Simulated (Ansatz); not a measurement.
Runs of Ansatz 0.2.0 on HfC. Symmetry: Fm-3m, No. 225, cubic system. Conventional cell: a = 4.650 Å, b = 4.650 Å, c = 4.650 Å, α = 90.00°, β = 90.00°, γ = 90.00°. Around Hf (site symmetry m-3m) lie 6 C at 2.33 Å. Around C (site symmetry m-3m) lie 6 Hf at 2.33 Å. 

```csv
task,level,k mesh,points for each segment of the path,mesh quality,gap on the mesh (eV),pressure (GPa),V0 of scaled cells (Å³/atom),B0 (GPa)
equation of state,HSE06,6 × 6 × 6,-,coarse,-,-,12.50,(a)
band structure,HSE06,8 × 8 × 8,4,not flagged,none,-1.3,-,-
single point,PBE0,8 × 8 × 8,-,not flagged,none,-1.3,-,-
equation of state,PBE0,6 × 6 × 6,-,coarse,-,-,12.48,249
```

Alike in all rows: potentials or basis Ansatz PAW; no spin polarisation; cell as given; cutoff (eV) 420; smearing fermi-dirac 0.05 eV.

Problem. Estimate the missing entries.

Solution. (a) 245.

Caveats: some runs use coarse meshes; the PAW data sets were made with another functional, which shifts forces and pressure a little (some runs); the PAW data sets come from PBE, with cores solved anew for the run's functional, which leaves a small shift of forces and pressure (some runs); the thresholds are loose for stress (some runs); spin-orbit coupling is left out, which moves the levels of the heavy elements (some runs).

A k mesh can miss the band edges, and the runs leave out spin-orbit coupling on Hf.

A gap of «none» marks a metal or a gap under the smearing width.
